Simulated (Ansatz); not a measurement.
All-electron LAPW in Ansatz 0.2.0 under PBEsol, scalar-relativistic, energies extrapolated to zero smearing. Slabs are 1×1 cells cut from bulk crystals relaxed on PAW files, with atoms then relaxed, 16 to 20 Å of vacuum, a dipole correction, k spacings of 0.16 to 0.26 Å⁻¹ and smearing of 0.02 to 0.1 eV, without spin–orbit coupling; Cr, Mn, Fe, Co, Ni, Eu and Gd start ferromagnetic, the others run without spin. The bulk type named needn't be the stable one, and no reconstruction is allowed. Antiferromagnetic order, which Cr and Mn prefer, wasn't tried.

```tsv
slab	area (Å²)	γ (J/m²)	Φ (eV)	Δd12 (%)
hcp Hf (10-10), 4 layers	15.79	2.05	4.08	-9.7
fcc Ir (111), 6 layers	6.36	2.68	?	-2.1
bcc Zr (110), 5 layers	8.76	1.64	4.29	-5.6
bcc Nb (111), 5 layers	18.55	2.65	3.77	-15.5
hcp Hf (0001), 6 layers	8.64	1.91	4.43	?
bcc Cr (110), 6 layers	5.60	3.59	4.93	-4.3
fcc Cu (111), 5 layers	5.50	1.67	4.95	-0.9
```

Problem. What belongs in the row "hcp Hf (0001), 6 layers", column "Δd12 (%)"?

Solution. -6.1.

Problem. What belongs in the row "fcc Ir (111), 6 layers", column "Φ (eV)"?

Solution. 5.62.
